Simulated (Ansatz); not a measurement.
**Ga: from a trial structure to a relaxed crystal**

The calculation used Ansatz, DFT PBEsol, scalar-relativistic, plane waves, PAW. Cutoff 420 eV, Γ-centred k mesh, Gaussian smearing, no spin polarisation in the final step.

The start puts Ga on the dhcp structure type (P6_3/mmc, No. 194), at a guessed volume.

```yaml
crystal:
  lattice:
    - [3.08576, 0.00000, 0.00000]
    - [-1.54288, 2.67234, 0.00000]
    - [0.00000, 0.00000, 9.95217]
  atoms:
    - { symbol: Ga, position: [0.00000, 0.00000, 0.00000] }
    - { symbol: Ga, position: [0.00000, 0.00000, 0.50000] }
    - { symbol: Ga, position: [0.33333, 0.66667, 0.75000] }
    - { symbol: Ga, position: [0.66667, 0.33333, 0.25000] }
```

Cell and atoms relax at zero pressure; the relaxation can't lower the symmetry of the start. After a coarse first stage the cell is made exact in the group found at 0.06 Å.

Energies count from the standard state of Ga at the same level.

Problem. What does it relax into?

Solution. It keeps P6_3/mmc (No. 194). The result has the dhcp structure. Conventional cell: a = 2.905 Å, c = 9.722 Å. Around Ga on Wyckoff site a (2 atoms of the primitive cell) lie 12 Ga at 2.90–2.95 Å; Ga on Wyckoff site d (2 atoms of the primitive cell) is coordinated by 12 Ga at 2.90–2.95 Å.

```cif
data_structure
_symmetry_space_group_name_H-M 'P6_3/mmc'
_symmetry_Int_Tables_number 194
_cell_length_a 2.9048
_cell_length_b 2.9048
_cell_length_c 9.7225
_cell_angle_alpha 90.000
_cell_angle_beta 90.000
_cell_angle_gamma 120.000
_cell_volume 71.05
loop_
_atom_site_label
_atom_site_type_symbol
_atom_site_symmetry_multiplicity
_atom_site_Wyckoff_symbol
_atom_site_fract_x
_atom_site_fract_y
_atom_site_fract_z
_atom_site_occupancy
Ga1 Ga 2 a 0.00000 0.00000 0.00000 1
Ga2 Ga 2 d 0.33333 0.66667 0.75000 1
```

Problem. What are its volume, energy, density and gap?

Solution. The volume per atom is 17.76 Å³, the density is 6.52 g/cm³ and the energy over the standard structure is 0.02 eV/atom. The gap on the 18×18×6 mesh is 0 eV (a metal).

The final run used a 18×18×6 mesh on its 4-atom cell and 0.10 eV smearing. For metals, differences of a few meV/atom aren't resolved. A structure relaxed within its symmetry needn't be a true minimum. The steps took about 90 core-seconds in all.